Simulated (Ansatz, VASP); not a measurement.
Two plane-wave programs on Sb

File INCAR:

```
ALGO = Normal
EDIFF = 1E-7
ENCUT = 520
GGA = PE
ISIF = 2
ISMEAR = -1
LASPH = T
LCHARG = T
LELF = T
LREAL = F
LVHAR = T
LWAVE = F
NBANDS = 8
NELM = 80
PREC = Accurate
SIGMA = 0.05
```

Contents of KPOINTS:

```
k-points
0
Gamma
  10 10 10
```

The input POSCAR:

```
Sb
1.0
   -1.9116750000      1.8985960000      1.9109740000
    1.8664480000     -1.9242180000      1.8913690000
    1.8258330000      1.8383760000     -1.9365960000
Sb
1
Direct
    0.0066800000      0.0021220000      0.0177370000
```

input.yaml

```yaml
crystal:
  lattice:
    - [-1.911675, 1.898596, 1.910974]
    - [1.866448, -1.924218, 1.891369]
    - [1.825833, 1.838376, -1.936596]
  atoms:
    - { symbol: Sb, position: [0.00668, 0.002122, 0.017737] }
hamiltonian:
  xc: pbe
  pseudopotentials: { kind: paw }
kpoints:
  mp_grid: { grid: [10, 10, 10] }
scf:
  occupations: { method: fermi_dirac, width: 0.05 }
output:
  forces: true
  stress: true
  eigenvalues: true
```

Change from the starting cell: cell strained at random at fixed volume.

Alike in both runs: task single point; functional PBE; k mesh 10 × 10 × 10; occupations fermi-dirac, width 0.05 eV; no spin polarisation.

```csv
,VASP,Ansatz
version,VASP 6.6.1,Ansatz 0.2.0
potentials or method,"VASP PAW PBE potentials, release 64 (Sb)",Ansatz PAW
plane-wave cutoff (eV),520,420
valence electrons in the cell,5,15
```

VASP gave:

- gap on the k mesh at the Fermi level (eV): none
- pressure (GPa): 2.9
- largest component of the traceless stress (GPa): 1.06

Task: Which values does Ansatz return?

Result: gap on the k mesh at the Fermi level (eV): none; pressure (GPa): 3.0; largest component of the traceless stress (GPa): 1.06.

A gap of «none» marks a metal or a gap that the smearing closes. The two sets of potentials don't hold the same shells in valence.

Spin-orbit coupling is left out, which matters for the levels of Sb.
